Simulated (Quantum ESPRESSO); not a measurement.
Rh:

```
CELL_PARAMETERS angstrom
0.00000 1.89785 1.89785
1.89785 0.00000 1.89785
1.89785 1.89785 0.00000
ATOMIC_POSITIONS crystal
Rh 0.00000 0.00000 0.00000
```

Program: Quantum ESPRESSO 7.5. Alike in all runs: task band structure; cell as given; smearing fermi-dirac 0.05 eV.

Task: Order these runs on this cell by their pressure, lowest first.
A. level M06L; potentials or basis SG15 PBE 1.2; spin off; k mesh 9 × 9 × 9; cutoff (eV) 952; SCF threshold 1e-08 Ry; symmetry off
B. level r2SCAN; potentials or basis SG15 PBE 1.2; spin off; k mesh 9 × 9 × 9; cutoff (eV) 952; SCF threshold 1e-08 Ry; symmetry off
C. level RPBE; potentials or basis SG15 PBE 1.2; spin off; k mesh 12 × 12 × 12; cutoff (eV) 952; SCF threshold 2e-10 Ry
D. level PBE; potentials or basis PseudoDojo 0.4 FR PBE standard; spin SOC, no magnetisation; k mesh 12 × 12 × 12; cutoff (eV) 1197; SCF threshold 2e-10 Ry

Result: B (-1.0 GPa), A (4.7 GPa), D (8.3 GPa), C (12.8 GPa).

Caveats: the potentials were made for another functional, which shifts forces and pressure (some runs).

Not every run made on this cell is shown here.
